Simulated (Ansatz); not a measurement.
# LiCl (Fm-3m) in Ansatz: notebook

One crystal, LiCl, is run at these levels: LDA; tasks: Born charges and dielectric tensor, elastic constants.

Everything below comes from runs of Ansatz 0.2.0. Logs are shortened: lines on timing, memory, paths and dates and some standing lists are left out, and cuts for length are marked.

**Experimental background.**

A printed reference work, monograph reports, for a bulk crystal of LiCl: high-frequency dielectric constant 2.75.

How close the calculation comes is told below.

## (1) The structure

Symmetry: Fm-3m, No. 225, cubic system. The conventional cell has a = 5.130 Å, b = 5.130 Å, c = 5.130 Å, α = 90.00°, β = 90.00°, γ = 90.00°. Cl (site symmetry m-3m) is surrounded by 6 Li at 2.56 Å. Li (site symmetry m-3m) has 6 Cl at 2.56 Å as nearest neighbours.

## (2) Born charges and dielectric tensor, LDA

File input.yaml:

```yaml
crystal:
  lattice:
    - [0.0, 2.56477, 2.56477]
    - [2.56477, 0.0, 2.56477]
    - [2.56477, 2.56477, 0.0]
  atoms:
    - { symbol: Cl, position: [0.5, 0.5, 0.5] }
    - { symbol: Li, position: [0.0, 0.0, 0.0] }
kpoints:
  mp_grid: { grid: [9, 9, 9] }
scf:
  occupations: { method: fixed }
hamiltonian:
  xc: lda
  pseudopotentials: { kind: all_electron, datasets: crystal }
output: {}
dielectric: {}
```

Potentials or basis: all-electron PAW datasets made for the crystal.

Launch:

```sh
ansatz run input.yaml --threads 1 --pin off --max-ram 3072MiB --backend cpu --events-out ev --progress --plain --runs-dir out
```

Standard output:

```text
Warning: RAYON_NUM_THREADS=1 ignored (pool sized by the plan → 1); use --threads N
hamiltonian.pseudopotentials.datasets: crystal makes datasets for this crystal and solves the spheres of its atoms anew in each pass: cutoff 220.0 eV, the density's 880.0 eV; for an error of 0.50 meV an atom under PBE, 1.0 meV for the cell; an energy difference from a run of another recipe may be off by several times the error for the cell, under r2SCAN by more, where some 0.1 meV an atom stays at smaller errors; in a run that uses the all-electron wave functions in the spheres, carries its plane waves along with the cell (elastic.basis: deformed) or is on a recipe of such a run or, without exact exchange, of a hybrid, they include no finite-basis correction of the energy (for plane waves above the cutoff): energies differ from those of runs with it by up to 1.1 meV an atom at a dataset_error of 0.2 meV (4 under r2SCAN), and by more at a larger error or with an open f shell (one dataset_recipe, of a run without it, keeps both alike, but for a hybrid, which always has it); Li in spheres of 1.185 Å, 1 of its electrons in bands, 2 on its site; Cl in spheres of 1.376 Å, 7 of its electrons in bands; only band paths and densities of states list, in semicore columns, the levels of the semicore shells that are solved separately: 1s of Li
Engine: ansatz 0.2.0, x86_64-unknown-linux-gnu
Pseudopotentials: kind: all_electron
Pseudopotential: Cl, paw, valence charge 7, recommended cutoff 220 eV (normal), crystal/all_electron/lda/scalar/gaussian/Cl, Koelling and Harmon's equation, gaussian nucleus
Pseudopotential: Li, paw, valence charge 3, recommended cutoff 220 eV (normal), crystal/all_electron/lda/scalar/gaussian/Li, Koelling and Harmon's equation, gaussian nucleus
Functional definition: SPW92
  exchange = slater_x
  correlation = pw_c
davidson cushion auto → on  (no smearing: the cushion is to keep the highest requested band from converging to the state above it; pin scf.eigensolver.cushion to override)
Crystal: 2 atoms, lattice volume = 33.742 Å³
Basis set: ecut = 220 eV, 259 PW (Γ), exchange–correlation on 36×36×36 points (8 copies of the dense FFT grid, shifted against one another)
Bands: 8, of which v1, the nominal top of the filled ones, is band 4 counted from 1 (3 counted from 0)
Symmetry: 48 space group operations
k-points: 75 of 729 (irreducible under 8 space group operations, time reversal used)
Non-local potential: Cl, projectors of the file, l = 0: 1, l = 1: 2, l = 2: 2
Non-local potential: Li, projectors of the file, l = 0: 1, l = 1: 1
PAW form: soft (Blöchl's): semilocal exchange-correlation on the pseudo side does not see the compensation charge
PAW one-centre angular grid: Cl, 110 points (default); XC on its mesh's 1981 points in the sphere
PAW one-centre angular grid: Li, 110 points (default); XC on its mesh's 2071 points in the sphere
Initial density: superposition of atomic densities (neutral atoms: chi_scale 0, normalization atom)
Initial wavefunctions: pseudopotential atomic-orbital guess
Functional: x = slater, c = lda
iter 1 solved again at ethr=2.73e-3 eV; its pass at ethr=1.00e-1 eV (dr2=2.18e-1 eV) is discarded
SCF iter   1: F=—  HF=-12728.137351 eV  |F-HF|=—  |Δ(HF+E_count)|=         —  Δρ=1.89e-2  dr2=2.16e-1  ethr=2.73e-3  ⟨swp⟩=2.2  Hψ=4109  notcnv=0
preconditioner: auto → none  [insulator: Δε(μ)=6.167 eV  Ē_g=14.126 eV  n_scr=8 (ndim 8)  ℏωp=18.1 eV  f_vac=0.000  ε∞_Penn≈2.6]
iter 2 solved again at ethr=1.50e-4 eV; its pass at ethr=2.70e-3 eV (dr2=1.20e-2 eV) is discarded
SCF iter   2: F=—  HF=-12728.068472 eV  |F-HF|=—  |Δ(HF+E_count)|=   6.89e-2  Δρ=7.58e-3  dr2=1.20e-2  ethr=1.50e-4  ⟨swp⟩=2.1  Hψ=3517  notcnv=0  defer=3
SCF iter   3: F=—  HF=-12728.066992 eV  |F-HF|=—  |Δ(HF+E_count)|=   1.48e-3  Δρ=2.19e-3  dr2=1.79e-3  ethr=1.49e-4  ⟨swp⟩=2.0  Hψ=1502  notcnv=0  defer=1
SCF iter   4: F=—  HF=-12728.066942 eV  |F-HF|=—  |Δ(HF+E_count)|=   4.99e-5  Δρ=1.77e-4  dr2=1.27e-5  ethr=2.24e-5  ⟨swp⟩=2.1  Hψ=1505  notcnv=0  defer=1
SCF iter   5: F=—  HF=-12728.066938 eV  |F-HF|=—  |Δ(HF+E_count)|=   4.58e-6  Δρ=1.24e-5  dr2=7.16e-8  ethr=1.59e-7  ⟨swp⟩=3.1  Hψ=2159  notcnv=0
SCF iter   6: F=—  HF=-12728.066938 eV  |F-HF|=—  |Δ(HF+E_count)|=   6.84e-8  Δρ=2.36e-6  dr2=2.38e-9  ethr=8.95e-10  ⟨swp⟩=3.2  Hψ=2016  notcnv=0  defer=6
SCF iter   7: F=—  HF=-12728.066938 eV  |F-HF|=—  |Δ(HF+E_count)|=  4.95e-10  Δρ=2.63e-7  dr2=2.57e-11  ethr=2.97e-11  ⟨swp⟩=3.1  Hψ=1810  notcnv=0
SCF iter   8: F=-12728.066938 eV  HF=-12728.066938 eV  |F-HF|=0.00e0  |Δ(HF+E_count)|=  7.28e-12  Δρ=4.60e-8  dr2=9.88e-13  ethr=1.00e-12  ⟨swp⟩=2.3  Hψ=1524  notcnv=0
SCF 1 converged in 8 iterations: F = -12728.066938 eV  dr2 = 9.88e-13
the response reads at least the filled bands of the reference SCF and the lowest empty band at each k-point, and that SCF's band table does not vouch for those bands. The notice of the band table in this run's record says why
NSCF: frozen V_eff on 5 k-points
DFPT response loops at Γ: preconditioner auto → none (the input reference at scf.mixing.eps_inf says where Resta's filter doesn't serve); β = 0.50; Broyden in place of MSR1
SCF converged after 8 iterations
Free energy (F): -12728.066938 eV
Harris-Foulkes:  -12728.066938 eV  (|F-HF|=0.00e0)
Internal energy: -12728.066938 eV  (E = F + TS)
E sigma→0 (E₀):  -12728.066938 eV
Past the cutoff: waves up to 1.5 times it would add -0.000025 eV an atom, which no energy here includes
By the cutoff:   a pressure is off by up to 0.005 GPa (6 times that energy over an atom's volume, and 0.004 GPa: a bound that held against runs at twice the plane waves)
Past the cutoffs: a stress includes 0.0018 GPa for waves and charges beyond them
In the spheres:  the bands' charges fall short by 1.2e-7 e at most (sound up to 1e-3), those of shells solved beside the bands by 3.1e-8 e (sound up to 5e-4)
Fermi energy:    1.849099 eV
--- Per-component energies (eV) ---
  E_band       = -18.619701
  E_kinetic    = 109.238630
  E_local      = -155.380234  (includes V_loc(G=0)·N_el)
  E_nonlocal   = 5.190738
  E_hartree    = 89.530407
  E_xc         = -68.487367
  E_vxc        = -89.305797  (∫ρ·V_xc dr)
  E_paw        = -12968.769803  (= ΣΔE_a)
  E_vpaw       = -765.523760  (= ΣTr[D̂ρ^β])
  E_ewald      = -437.489205
  E_smearing   = -0.000000  (= −TS)
  E_closure    = 698.099896  (closes the sum)
  Σ components = -12728.066938   (vs F -12728.066938, Δ=0.00e0)
  The terms above E_closure are by the made datasets' own strengths, without shells solved beside the bands.
--- Band table (eV; the first three rows and the last of 75) ---
  k-point 0: bands = ["-11.4971", "1.8491", "1.8491", "1.8491", "7.8359", "13.4254", "13.4254", "13.4254"]
  k-point 1: bands = ["-11.4356", "1.4045", "1.8156", "1.8156", "8.2243", "12.7533", "13.3883", "13.3883"]
  k-point 2: bands = ["-11.2726", "0.4608", "1.7348", "1.7348", "8.7070", "12.3828", "12.4400", "12.4400"]
  k-point 74: bands = ["-10.6851", "-0.4983", "-0.1509", "0.8295", "10.9283", "11.3566", "11.6182", "12.7460"]
--- Dielectric response (ions clamped): 1 representative field direction + reference, on 75 of 729 k-points (Σ response iterations 7) ---
  k mesh reduced under 8 symmetry operations, with k and −k counted as one. Each operation leaves every solved perturbation unchanged. A smaller set is not considered because the run solves the response to a homogeneous field
  ε∞ (high-frequency dielectric tensor):
        3.046616    -0.000000     0.000000
        0.000000     3.046616    -0.000000
        0.000000     0.000000     3.046616
  Born effective charges Z* (e; rows j = field, columns β = displacement):
    site 0:
        -1.18368   -0.00000   -0.00000
         0.00000   -1.18368   -0.00000
         0.00000   -0.00000   -1.18368
    site 1:
         1.18368    0.00000    0.00000
        -0.00000    1.18368    0.00000
         0.00000    0.00000    1.18368
  Z* charge neutrality: 8.320e-6 e pre-enforcement
  k-mesh period / interband length: 32.6 Å / 1.32 Å = 24.65 at k = (0.0000, 0.0000, 0.4444), direct gap 6.686 eV — 14 or more, which is no proof of convergence
```

It took 22 s on 1 thread of Intel Xeon Platinum 8259CL at 2.50GHz (Skylake/Cascade Lake), shared host; peak memory 0.55 GiB.

What came out:

```
Free energy                             : -12728.0669 eV
Band gap on the k mesh                  : 5.99 eV, direct
Electronic dielectric tensor (diagonal) : 3.05
Born charges (mean of the diagonal)     : Cl -1.18; Li +1.18 e
```

Electronic dielectric tensor:
```
3.05 0.00 0.00
0.00 3.05 0.00
0.00 0.00 3.05
```

Born effective charge tensors (e):
atom 1, Cl
```
-1.18  0.00  0.00
 0.00 -1.18  0.00
 0.00  0.00 -1.18
```
atom 2, Li
```
1.18 0.00 0.00
0.00 1.18 0.00
0.00 0.00 1.18
```

Caveat: the program warned that the printed levels may be off, so bands, gaps and densities of states are rough; an odd mesh through Γ misses points on the zone boundary, where band edges often lie.

## (3) Elastic constants, LDA

File input.yaml:

```yaml
crystal:
  lattice:
    - [0.0, 2.56477, 2.56477]
    - [2.56477, 0.0, 2.56477]
    - [2.56477, 2.56477, 0.0]
  atoms:
    - { symbol: Cl, position: [0.5, 0.5, 0.5] }
    - { symbol: Li, position: [0.0, 0.0, 0.0] }
kpoints:
  mp_grid: { grid: [7, 7, 7] }
scf:
  occupations: { method: fermi_dirac, width: 0.05 }
hamiltonian:
  xc: lda
  pseudopotentials: { kind: all_electron, lapw: { basis_error: 0.001 } }
output:
  forces: true
  stress: true
elastic:
  mode: clamped_ion
  stencil: two_point
```

Potentials or basis: all-electron LAPW, scalar-relativistic.

Launch:

```sh
ansatz run input.yaml --threads 1 --pin off --max-ram 3072MiB --backend cpu --events-out ev --progress --plain --runs-dir out
```

Wall time 19 s (1 thread of Intel Xeon Platinum 8259CL at 2.50GHz (Skylake/Cascade Lake), shared host); peak memory 0.31 GiB.

Results (log left out):

```yaml
Free_energy: -12728.0666 eV
Pressure: -3.2 GPa
Band_gap_on_the_k_mesh: 5.99 eV, direct
Clamped-ion_elastic_constants_C11_C12_C44: 44, 17, 24 GPa
Voigt_bulk_modulus: 26 GPa
```

Levels at points of the mesh, in eV from the valence-band top:
```csv
k point,band 6,band 7,band 8,band 9,band 10,band 11,band 12,band 13
"(0.00, 0.00, 0.00)",-13.35,0.00,0.00,0.00,5.99,11.58,11.58,11.58
```

Elastic tensor in Voigt notation (GPa, ions clamped, in the Cartesian axes of the cell as first typed):
```
44 17 17  0  0  0
17 44 17  0  0  0
17 17 44  0  0  0
 0  0  0 24  0  0
 0  0  0  0 24  0
 0  0  0  0  0 24
```

Caveat: the cell is more than 3 GPa from zero pressure, which shifts response properties; an odd mesh through Γ misses points on the zone boundary, where band edges often lie.

## (4) How close it comes

Step 2. A measured high-frequency dielectric constant of LiCl is 2.75 (a printed reference work, monograph); the calculated 3.05 misses it by +10.8 %.
